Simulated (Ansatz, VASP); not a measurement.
**In in VASP and in Ansatz**

```
In
1.0
    -1.88253    1.88253    1.88253
     1.88253   -1.88253    1.88253
     1.88253    1.88253   -1.88253
In
1
Direct
  0.00000 0.00000 0.00000
```

This isn't the form of In at room conditions, which is tetragonal.

Alike in both runs: task relaxation of cell and atoms; functional PBE; k mesh 14 × 14 × 14; occupations gaussian, width 0.1 eV; no spin polarisation.

|  | VASP | Ansatz |
| --- | --- | --- |
| version | VASP 6.6.1 | Ansatz 0.2.0 |
| potentials or method | VASP PAW PBE potentials, release 64 (In_d) | scalar-relativistic, plane waves, PAW |
| plane-wave cutoff (eV) | 600 | 420 |
| valence electrons in the cell | 13 | 13 |

Ansatz gave:

- gap on the k mesh at the Fermi level, each at its own relaxed structure (eV): none
- relaxed volume (Å³/atom): 27.72
- relaxed cell length with the largest relative difference (Å): 3.302
- energy change over the relaxation (meV/atom): -4

Task: Estimate VASP's values.

Result: gap on the k mesh at the Fermi level, each at its own relaxed structure (eV): none; relaxed volume (Å³/atom): 27.74; relaxed cell length with the largest relative difference (Å): 3.303; energy change over the relaxation (meV/atom): -5.

A gap of «none» marks a metal or a gap that the smearing closes.
